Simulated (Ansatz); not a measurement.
Theory: DFT PBE, scalar-relativistic, plane waves, PAW (Ansatz). Settings: cutoff 420 eV, Γ-centred meshes spaced at most about 0.3 Å⁻¹, and about 0.25 Å⁻¹ or finer for metals (2π included), Gaussian smearing. No spin polarisation.

Temperature and zero-point effects are left out.

**Question.** Which of these relaxed structures of B₂P is the lowest in energy?
1. Space group Pnnm (No. 58), orthorhombic, a = 3.981 Å, b = 4.937 Å, c = 3.093 Å. Around B lie 1 B at 1.68 Å and 3 P at 2.08–2.09 Å; around P lie 6 B at 2.08–2.09 Å.
2. Space group Pa-3 (No. 205), cubic, a = 4.919 Å. B is surrounded by 1 B at 1.69 Å and 3 P at 2.09 Å; P is surrounded by 6 B at 2.09 Å.
3. Space group Pm (No. 6), monoclinic, a = 5.312 Å, b = 3.170 Å, c = 5.317 Å, β = 116.3°. Around B on its first site lie 1 B at 1.70 Å, 2 P at 1.87 Å and 1 B at 1.91 Å; B on its second site has 2 B at 1.71 Å and 2 P at 2.00–2.02 Å; around B on its third site lie 3 B at 1.71–1.80 Å and 1 B at 1.91 Å; around P on its first site lie 2 B at 1.87 Å, 1 B at 2.02 Å and 1 P at 2.25 Å; 2 more sites not described.

**Answer.** 3. The next of these, cell 1, lies 0.46 eV/atom higher. Forms: cell 3 Pm; cell 1 anti-marcasite type, Pnnm; cell 2 anti-pyrite type, Pa-3. Counting P atoms around B (those within 1.25 times the shortest such distance or 1.15 times the sum of covalent radii; the shortest distance is added where it is long for a bond; a slash parts the counts of unlike sites): cell 3 has B 2/8 from 3.0 Å; cell 1 has B 3; cell 2 has B 3. Cell 3 holds B–B chains (shortest 1.70 Å) and P–P pairs (shortest 2.25 Å); cell 1 holds B–B pairs (shortest 1.68 Å); cell 2 holds B–B pairs (shortest 1.69 Å). All come from invented guesses. The lowest form computed isn't among them: it has space group P1 (No. 1), 9.9 Å³/atom and lies 230 meV/atom below the best shown. Even the lowest of the cells shown lies +0.23 eV/atom against the elements.

For metals, differences of a few meV/atom aren't resolved. Cells relaxed within their symmetry can be saddle points. Some candidate types were left out of the draw beforehand, so a known form may be missing.
